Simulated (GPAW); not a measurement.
Crystal: ZrS.

```xyz
2
Lattice="0.0000 2.6250 2.6250 2.6250 0.0000 2.6250 2.6250 2.6250 0.0000" Properties=species:S:1:pos:R:3 pbc="T T T"
Zr    0.0000    0.0000    0.0000
S     2.6250    2.6250    2.6250
```

Base run:

- Program: GPAW 26.7.0
- Functional: PBEsol
- Potentials or basis: PAW data sets generated in the run's folder for this functional
- Cutoff: 600 eV
- Basis: pw
- k mesh: 9 × 9 × 9
- Occupations: fermi-dirac, width 0.05 eV
- Spin: no spin polarisation

Its results: pressure -7.0 GPa.

Problem. The run is repeated on the same cell with these changes: functional from PBEsol to BLYP; band points from 80 to 60. What comes out?

Solution. Pressure 4.5 GPa.

Not every run made on this cell is shown here.
